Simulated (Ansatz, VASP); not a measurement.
# Two plane-wave programs on SiC

```
Si C
1.0
     3.07569    0.00000    0.00000
    -1.53785    2.66363    0.00000
     0.00000    0.00000   10.07065
Si C
4 4
Direct
  0.00000 0.00000 0.18789
  0.00000 0.00000 0.68789
  0.33333 0.66667 0.43784
  0.66667 0.33333 0.93784
  0.00000 0.00000 0.00046
  0.00000 0.00000 0.50046
  0.33333 0.66667 0.24980
  0.66667 0.33333 0.74980
```

The cell is a database's computed one.

Alike in both runs: task single point; functional PBE; k mesh 10 × 10 × 3; occupations gaussian, width 0.014 eV; no spin polarisation.

|  | VASP | Ansatz |
| --- | --- | --- |
| version | VASP 6.6.1 | Ansatz 0.2.0 |
| potentials or method | VASP PAW PBE potentials, release 64 (Si, C) | Ansatz PAW |
| plane-wave cutoff (eV) | 520 | 420 |
| valence electrons in the cell | 32 | 32 |

|  | VASP | Ansatz | Ansatz less VASP |
| --- | --- | --- | --- |
| gap on the k mesh at the Fermi level (eV) | 2.23 | 2.23 | +0.001 |
| least direct gap on the mesh (eV) | 3.35 | 3.35 | +0.002 |
| pressure (GPa) | 3.9 | 3.9 | +0.06 |
| largest component of the traceless stress (GPa) | 0.09 | 0.09 | +0.003 |

The functional is the same, so the differences come from potentials, cutoffs and numerics.

Caveats: an odd mesh through Γ misses points on the zone boundary, where band edges often lie (VASP); odd divisions of the mesh miss points on the zone boundary, where band edges often lie, so the gap on the mesh can be too wide (Ansatz).
